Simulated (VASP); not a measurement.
# Ag in VASP: a series of runs

One slab, Ag, is run at these levels: PBE; tasks: single point, relaxation of the atoms.

Program: VASP 6.6.1. These are calculated values, not measurements. Logs are shortened: lines on timing, memory, paths and dates and some standing lists are left out, and cuts for length are marked.

### 1 The slab as given

The cell holds a slab with vacuum, 3 atoms: a = 2.931 Å, b = 2.931 Å, c = 19.146 Å, α = 90.00°, β = 90.00°, γ = 90.00°.

The slab is cut from a database's or a generator's crystal, which needn't be the stable form of the element.

### 2 Single point, PBE

INCAR

```
ALGO = Normal
DIPOL = 0.5 0.5 0.500
EDIFF = 1E-6
ENCUT = 520
GGA = PE
ICORELEVEL = 1
IDIPOL = 3
ISIF = 2
ISMEAR = 1
LASPH = T
LCHARG = F
LDIPOL = T
LREAL = F
LVACPOTAV = T
LVHAR = T
LWAVE = F
NBANDS = 24
NELM = 80
PREC = Accurate
SIGMA = 0.1
```

KPOINTS

```
k-points
0
Gamma
  13 13 1
```

POSCAR

```
Ag
1.0
    2.9314808700      0.0000000000      0.0000000000
    0.0000000000      2.9314808700      0.0000000000
    0.0000000000      0.0000000000     19.1457400000
Ag
3
Direct
    0.5000000000      0.5000000000      0.3917320500
    0.0000000000      0.0000000000      0.5000000000
    0.5000000000      0.5000000000      0.6082679500
```

Potentials or basis: VASP PAW PBE potentials, release 64 (Ag).

Command:

```sh
$ cat potpaw_PBE.64/Ag/POTCAR > POTCAR
$ mpirun -np 1 vasp_std > vasp.out
```

OUTCAR:

```text
EDIFF = 1E-6
   ENCUT = 520
   GGA = PE
   ISIF = 2
   ISMEAR = 1
   LASPH = T
   LREAL = F
   NELM = 80
   PREC = Accurate

 ion  position               nearest neighbor table
   1  0.500  0.500  0.392-   2 2.93   2 2.93   2 2.93   2 2.93
   2  0.000  0.000  0.500-   1 2.93   3 2.93   1 2.93   3 2.93   1 2.93   3 2.93   1 2.93   3 2.93

   3  0.500  0.500  0.608-   2 2.93   2 2.93   2 2.93   2 2.93

  LATTYP: Found a simple tetragonal cell.
 ALAT       =     2.9314808700
 C/A-ratio  =     6.5310813371

  Lattice vectors:

 A1 = (   2.9314808700,   0.0000000000,   0.0000000000)
 A2 = (   0.0000000000,   2.9314808700,   0.0000000000)
 A3 = (   0.0000000000,   0.0000000000,  19.1457400000)

Analysis of symmetry for initial positions (statically):
=====================================================================
 Subroutine PRICEL returns:
 Original cell was already a primitive cell.

 Routine SETGRP: Setting up the symmetry group for a
 simple tetragonal supercell.

 Subroutine GETGRP returns: Found 16 space group operations
 (whereof 16 operations were pure point group operations)
 out of a pool of 16 trial point group operations.

The static configuration has the point symmetry D_4h.

Analysis of symmetry for dynamics (positions and initial velocities):
=====================================================================
 Subroutine PRICEL returns:
 Original cell was already a primitive cell.

 Routine SETGRP: Setting up the symmetry group for a
 simple tetragonal supercell.

 Subroutine GETGRP returns: Found 16 space group operations
 (whereof 16 operations were pure point group operations)
 out of a pool of 16 trial point group operations.

The dynamic configuration has the point symmetry D_4h.

 Subroutine INISYM returns: Found 16 space group operations
 (whereof 16 operations are pure point group operations),
 and found     1 'primitive' translations

----------------------------------------------------------------------------------------

                                     Primitive cell

  volume of cell :     164.5305

  direct lattice vectors                    reciprocal lattice vectors
     2.931480870  0.000000000  0.000000000     0.341124518  0.000000000  0.000000000
     0.000000000  2.931480870  0.000000000     0.000000000  0.341124518  0.000000000
     0.000000000  0.000000000 19.145740000     0.000000000  0.000000000  0.052230940

  length of vectors
     2.931480870  2.931480870 19.145740000     0.341124518  0.341124518  0.052230940

  position of ions in fractional coordinates (direct lattice)
     0.500000000  0.500000000  0.391732050
     0.000000000  0.000000000  0.500000000
     0.500000000  0.500000000  0.608267950

  ion indices of the primitive-cell ions
   primitive index   ion index
                 1           1
                 2           2
                 3           3

----------------------------------------------------------------------------------------

 KPOINTS: k-points

Automatic generation of k-mesh.
 Grid dimensions read from file:
 generate k-points for:   13   13    1

 Generating k-lattice:

  Cartesian coordinates                     Fractional coordinates (reciprocal lattice)
     0.026240348  0.000000000  0.000000000     0.076923077  0.000000000  0.000000000
     0.000000000  0.026240348  0.000000000     0.000000000  0.076923077  0.000000000
     0.000000000  0.000000000  0.052230940     0.000000000  0.000000000  1.000000000

  Length of vectors
     0.026240348  0.026240348  0.052230940

  Shift w.r.t. Gamma in fractional coordinates (k-lattice)
     0.000000000  0.000000000  0.000000000

 Subroutine IBZKPT returns following result:
 ===========================================

 Found     28 irreducible k-points:

 Following reciprocal coordinates:
            Coordinates               Weight
  0.000000  0.000000  0.000000      1.000000
  0.076923  0.000000  0.000000      4.000000
  0.153846  0.000000  0.000000      4.000000
  0.230769  0.000000  0.000000      4.000000
  0.307692  0.000000  0.000000      4.000000
  0.384615  0.000000  0.000000      4.000000
[... 16 lines left out ...]
  0.307692  0.307692  0.000000      4.000000
  0.384615  0.307692  0.000000      8.000000
 [... further k-points ...]
   k-points           NKPTS =     28   k-points in BZ     NKDIM =     28   number of bands    NBANDS=     24
   number of dos      NEDOS =    301   number of ions     NIONS =      3
   total plane-waves  NPLWV =  82944
   dimension x,y,z NGX =    24 NGY =   24 NGZ =  144
   dimension x,y,z NGXF=    48 NGYF=   48 NGZF=  288
   ions per type =               3
   NGX,Y,Z   is equivalent  to a cutoff of  13.61, 13.61, 12.50 a.u.
   NGXF,Y,Z  is equivalent  to a cutoff of  27.22, 27.22, 25.01 a.u.
 SYSTEM =  unknown system
   PREC   = accura    normal or accurate (medium, high low for compatibility)
   ISTART =      0    job   : 0-new  1-cont  2-samecut
   ICHARG =      2    charge: 1-file 2-atom 10-const
   ISPIN  =      1    spin polarized calculation?
   LNONCOLLINEAR =      F non collinear calculations
   LSORBIT =      F    spin-orbit coupling
   LASPH  =      T    aspherical Exc in radial PAW
   ENCUT  =  520.0 eV  38.22 Ry    6.18 a.u.   5.45  5.45 35.60*2*pi/ulx,y,z
   NELM   =     80;   NELMIN=  2; NELMDL= -5     # of ELM steps
   EDIFF  = 0.1E-05   stopping-criterion for ELM
   LREAL  =      F    real-space projection
   EDIFFG = 0.1E-04   stopping-criterion for IOM
   NSW    =      0    number of steps for IOM
   IBRION =     -1    ionic relax: 0-MD 1-quasi-New 2-CG
   NFREE  =      0    steps in history (QN), initial steepest desc. (CG)
   ISIF   =      2    stress and relaxation
   ISYM   =      2    0-nonsym 1-usesym 2-fastsym
   POTIM  = 0.5000    time-step for ionic-motion
   TEBEG  =    0.0;   TEEND  =   0.0 temperature during run
   PSTRESS=    0.0 pullay stress
   NELECT =      33.0000    total number of electrons
   NUPDOWN=      -1.0000    fix difference up-down
   EMIN   =  10.00;   EMAX   =-10.00  energy-range for DOS
   EFERMI =   0.00;   METHOD = LEGACY
   ISMEAR =     1;   SIGMA  =   0.10  broadening in eV -4-tet -1-fermi 0-gaus
   EFERMI_NEDOS =   21; number of points for ismear=-14 and -15
   IALGO  =     38    algorithm
   IMIX   =      4    mixing-type and parameters
     AMIX     =   0.40;   BMIX     =  1.00
     AMIX_MAG =   1.60;   BMIX_MAG =  1.00
  volume/ion in A,a.u.               =      54.84       370.10
  Fermi-wavevector in a.u.,A,eV,Ry     =   0.958291  1.810907 12.494523  0.918322
  Thomas-Fermi vector in A             =   2.087385
   LORBIT       =      0    0 simple, 1 ext, 2 COOP (PROOUT), +10 PAW based schemes
   GGA     = PE    functional components
   LHFCALC =     F    Hartree Fock is set to
   AEXX    =    0.0000 exact exchange contribution
   IVDW    =     0    specifies the selected vdW correction
   LEPSILON=     F    determine dielectric tensor
   LRPA    =     F    only Hartree local field effects (RPA)
 non-spin polarized calculation
 Methfessel and Paxton  Order N= 1 SIGMA  =   0.10
  energy-cutoff  :      520.00
  volume of cell :      164.53
 maximum number of plane-waves:      4487
 NGX is ok and might be reduce to    24
   NGX = 11   NGY = 11   NGZ = 71

 dipolmoment           0.000000      0.000000     -0.000000 electrons x Angstroem

 number of electron      33.0000005 magnetization

 dipolmoment           0.000000      0.000000      0.000000 electrons x Angstroem

 Free energy of the ion-electron system (eV)
  ---------------------------------------------------
  ext. energy  EPLUGINS =         0.00000000
  ---------------------------------------------------
  free energy    TOTEN  =        -7.26461923 eV

  energy without entropy =       -7.26313951  energy(sigma->0) =       -7.26412599

 the core state eigenenergies are
   1-  1s -25322.2227  2s  -3725.8641  2p  -3341.3707  3s   -680.7678  3p   -554.5343
       3d   -355.6159  4s    -92.0077  4p    -55.4734
   2-  1s -25322.5522  2s  -3726.2132  2p  -3341.7184  3s   -681.1053  3p   -554.8719
       3d   -355.9559  4s    -92.3159  4p    -55.7726
   3-  1s -25322.2227  2s  -3725.8641  2p  -3341.3707  3s   -680.7678  3p   -554.5343
       3d   -355.6159  4s    -92.0077  4p    -55.4734

 E-fermi :  -0.3331     XC(G=0):  -4.8041

 val. band max:       -0.4486799698   @ k =   0.1538   0.0000   0.0000
 cond. band min:      -0.3269496836   @ k =   0.4615   0.2308   0.0000
 fundamental gap:      0.1217302862
 Fermi energy:        -0.3330506911

 k-point     1 :       0.0000    0.0000    0.0000
  band No.  band energies     occupation
      1      -7.0132      2.00000
      2      -6.1233      2.00000
      3      -6.1166      2.00000
      4      -5.6371      2.00000
      5      -5.4780      2.00000
      6      -5.0923      2.00000
[... 16 lines left out ...]
     23       6.9820      0.00000
     24       7.8147      0.00000

 k-point     2 :       0.0769    0.0000    0.0000
  band No.  band energies     occupation
      1      -6.9041      2.00000
      2      -6.0917      2.00000
      3      -6.0349      2.00000
      4      -5.5843      2.00000
      5      -5.4158      2.00000
      6      -5.0500      2.00000
[... 16 lines left out ...]
     23       7.0915      0.00000
     24       7.8945      0.00000

 k-point     3 :       0.1538    0.0000    0.0000
  band No.  band energies     occupation
      1      -6.6130      2.00000
      2      -6.0004      2.00000
      3      -5.8044      2.00000
      4      -5.5934      2.00000
      5      -5.0996      2.00000
      6      -4.9180      2.00000
[... 16 lines left out ...]
     23       7.4182      0.00000
     24       8.0453      0.00000
[... 514 lines left out ...]
 k-point    23 :       0.3077    0.3077    0.0000
  band No.  band energies     occupation
      1      -5.6365      2.00000
      2      -5.6186      2.00000
      3      -5.5507      2.00000
      4      -5.5323      2.00000
      5      -4.9166      2.00000
      6      -4.8435      2.00000
[... 16 lines left out ...]
     23       7.2219      0.00000
     24       7.7699      0.00000

 k-point    24 :       0.3846    0.3077    0.0000
  band No.  band energies     occupation
      1      -5.7798      2.00000
      2      -5.7641      2.00000
      3      -5.6465      2.00000
      4      -5.6149      2.00000
      5      -5.0061      2.00000
      6      -4.9742      2.00000
[... 16 lines left out ...]
     23       7.8139      0.00000
     24       8.2384      0.00000

 [... further k-points ...]

------------------------ aborting loop because EDIFF is reached ----------------------------------------

  FORCE on cell =-STRESS in cart. coord.  units (eV):
  Direction    XX          YY          ZZ          XY          YZ          ZX
  --------------------------------------------------------------------------------------
  -------------------------------------------------------------------------------------
  Total       -1.3947008     -1.3947008     -0.3941954      0.0000000      0.0000000      0.0000000
  in kB      -13.5814249    -13.5814249     -3.8386267      0.0000000      0.0000000      0.0000000
  external PRESSURE =     -10.3338255 kB  Pullay stress =       0.0000000 kB

 VOLUME and BASIS-vectors are now :
 -----------------------------------------------------------------------------
  energy-cutoff  :      520.00
  volume of cell :      164.53
      direct lattice vectors                 reciprocal lattice vectors
     2.931480870  0.000000000  0.000000000     0.341124518  0.000000000  0.000000000
     0.000000000  2.931480870  0.000000000     0.000000000  0.341124518  0.000000000
     0.000000000  0.000000000 19.145740000     0.000000000  0.000000000  0.052230940

 POSITION                                       TOTAL-FORCE (eV/Angst)
 -----------------------------------------------------------------------------------
      1.46574      1.46574      7.50000         0.000000      0.000000      0.088658
      0.00000      0.00000      9.57287         0.000000      0.000000      0.000000
      1.46574      1.46574     11.64574         0.000000      0.000000     -0.088658
 -----------------------------------------------------------------------------------
    total drift:                                0.000000     -0.000000      0.000000

  FREE ENERGIE OF THE ION-ELECTRON SYSTEM (eV)
  ---------------------------------------------------
  free  energy   TOTEN  =        -7.2646192255 eV

  energy  without entropy=       -7.2631395114  energy(sigma->0) =       -7.26412599

 vacuum level on the upper side and lower side of the slab         3.994         3.994
```

Wall time 2 min (1 thread of Intel Xeon Platinum 8488C (Sapphire Rapids), shared host); peak memory 0.3 GiB.

What came out:

* Free energy: -7.2646 eV
* Largest force: 0.089 eV/Å
* Band gap on the k mesh: none (metal or under the smearing width)
* Work function of the upper face: 4.33 eV
* Work function of the lower face: 4.33 eV

Forces on the atoms (eV/Å):
```
Ag   0.000  0.000  0.089
Ag   0.000  0.000  0.000
Ag   0.000  0.000 -0.089
```

Core levels (eV, on the scale of the bands):
```
atom                                                                                    levels
1 Ag  1s -25322.2, 2s -3725.9, 2p -3341.4, 3s -680.8, 3p -554.5, 3d -355.6, 4s -92.0, 4p -55.5
2 Ag  1s -25322.6, 2s -3726.2, 2p -3341.7, 3s -681.1, 3p -554.9, 3d -356.0, 4s -92.3, 4p -55.8
3 Ag  1s -25322.2, 2s -3725.9, 2p -3341.4, 3s -680.8, 3p -554.5, 3d -355.6, 4s -92.0, 4p -55.5
```

### 3 Relaxation of the atoms, PBE

INCAR

```
ALGO = Normal
DIPOL = 0.5 0.5 0.500
EDIFF = 1E-6
EDIFFG = -0.02
ENCUT = 520
GGA = PE
IBRION = 2
IDIPOL = 3
ISIF = 2
ISMEAR = 1
LASPH = T
LCHARG = F
LDIPOL = T
LREAL = F
LWAVE = F
NELM = 80
NSW = 80
PREC = Accurate
SIGMA = 0.1
```

KPOINTS is that of step 2.

POSCAR is that of step 2.

Potentials or basis: VASP PAW PBE potentials, release 64 (Ag).

Command:

```sh
$ cat potpaw_PBE.64/Ag/POTCAR > POTCAR
$ mpirun -np 1 vasp_std > vasp.out
```

Run time: 3.1 min. Hardware: 1 thread of Intel Xeon Platinum 8488C (Sapphire Rapids), shared host; peak memory 0.32 GiB.

Results (log left out):

| Property | Result |
| --- | --- |
| Free energy | -7.2678 eV |
| Energy gained by relaxing | 1.1 meV/atom |
| Ionic steps | 4 |
| Largest force after relaxing | 0.019 eV/Å |
| Band gap on the k mesh | none (metal or under the smearing width) |

Forces on the atoms (eV/Å):
```
Ag   0.000  0.000 -0.019
Ag   0.000  0.000  0.000
Ag   0.000  0.000  0.019
```

The path:
| step | energy change (eV) | largest force (eV/Å) | pressure (GPa) |
| --- | --- | --- | --- |
| 1 | 0.0000 | 0.0887 | -1.03 |
| 2 | -0.0007 | 0.0791 | -0.99 |
| 3 | -0.0024 | 0.0490 | -0.86 |
| 4 | -0.0032 | 0.0192 | -0.59 |

Final structure:
```
Ag
1.0
     2.93148    0.00000    0.00000
     0.00000    2.93148    0.00000
     0.00000    0.00000   19.14574
Ag
3
Direct
  0.50000 0.50000 0.39397
  0.00000 0.00000 0.50000
  0.50000 0.50000 0.60603
```

Levels at points of the mesh, in eV from the Fermi level:
```
           k point  band 15  band 16  band 17  band 18  band 19  band 20
(0.00, 0.00, 0.00)    -2.96    -2.94    -2.94    -0.62     1.44     3.98
```

### 4 Single point, PBE

INCAR

```
ALGO = Normal
DIPOL = 0.5 0.5 0.500
EDIFF = 1E-6
ENCUT = 520
GGA = PE
ICORELEVEL = 1
IDIPOL = 3
ISIF = 2
ISMEAR = 1
LASPH = T
LCHARG = F
LDIPOL = T
LREAL = F
LVACPOTAV = T
LVHAR = T
LWAVE = F
NBANDS = 24
NELM = 80
PREC = Accurate
SIGMA = 0.1
```

KPOINTS is that of step 3.

POSCAR

```
Ag                                      
1.0
    2.9314808700      0.0000000000      0.0000000000
    0.0000000000      2.9314808700      0.0000000000
    0.0000000000      0.0000000000     19.1457400000
  Ag            
     3
Direct
     0.5000000000000000    0.5000000000000000    0.3939660030817156
     0.0000000000000000    1.0000000000000000    0.5000000000000000
     0.5000000000000000    0.5000000000000000    0.6060339969182844
```

Command:

```sh
$ cat potpaw_PBE.64/Ag/POTCAR > POTCAR
$ mpirun -np 1 vasp_std > vasp.out
```

Wall time 2 min (1 thread of Intel Xeon Platinum 8488C (Sapphire Rapids), shared host); peak memory 0.31 GiB.

It converged, with:

```yaml
Free_energy: -7.2678 eV
Largest_force: 0.018 eV/Å
Band_gap_on_the_k_mesh: none (metal or under the smearing width)
Work_function_of_the_upper_face: 4.27 eV
Work_function_of_the_lower_face: 4.27 eV
```

Forces on the atoms (eV/Å):
```
Ag   0.000  0.000 -0.018
Ag   0.000  0.000  0.000
Ag   0.000  0.000  0.018
```

Levels at points of the mesh, in eV from the Fermi level:
```
           k point  band 15  band 16  band 17  band 18  band 19  band 20
(0.00, 0.00, 0.00)    -2.96    -2.94    -2.94    -0.62     1.44     3.95
```

Core levels (eV, on the scale of the bands):
```tsv
atom	levels
1 Ag	1s -25322.2, 2s -3725.8, 2p -3341.4, 3s -680.8, 3p -554.5, 3d -355.6, 4s -92.0, 4p -55.5
2 Ag	1s -25322.5, 2s -3726.2, 2p -3341.7, 3s -681.1, 3p -554.9, 3d -355.9, 4s -92.3, 4p -55.8
3 Ag	1s -25322.2, 2s -3725.8, 2p -3341.4, 3s -680.8, 3p -554.5, 3d -355.6, 4s -92.0, 4p -55.5
```
